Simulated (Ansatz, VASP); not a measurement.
# One calculation of Rh, two programs

```
Rh
1.0
     0.00000    1.90155    1.90155
     1.95860    0.00000    1.90155
     1.95860    1.90155    0.00000
Rh
1
Direct
  0.00000 0.00000 0.00000
```

Change from the starting cell: strain +0.0300 x Voigt [1, 0, 0, 0, 0, 0], atoms carried along.

Alike in both runs: task single point; functional LDA; k mesh 22 × 22 × 22; occupations gaussian, width 0.15 eV; no spin polarisation.

|  | VASP | Ansatz |
| --- | --- | --- |
| version | VASP 6.6.1 | Ansatz 0.2.0 |
| potentials or method | VASP PAW LDA potentials, release 64 (Rh_pv) | scalar-relativistic, plane waves, PAW |
| plane-wave cutoff (eV) | 520 | 420 |
| valence electrons in the cell | 15 | 17 |

Ansatz gave:

| Item | Value |
| --- | --- |
| gap on the k mesh at the Fermi level (eV) | none |
| pressure (GPa) | -18.1 |
| largest component of the traceless stress (GPa) | 4.50 |

Task: Estimate VASP's values.

Result: gap on the k mesh at the Fermi level (eV): none; pressure (GPa): -17.4; largest component of the traceless stress (GPa): 4.50.

A gap of «none» marks a metal or a gap that the smearing closes. The two sets of potentials don't hold the same shells in valence.

Caveats: so large a pressure means that the cell lies far from this level's equilibrium, or that cutoff or potentials fall short (VASP).
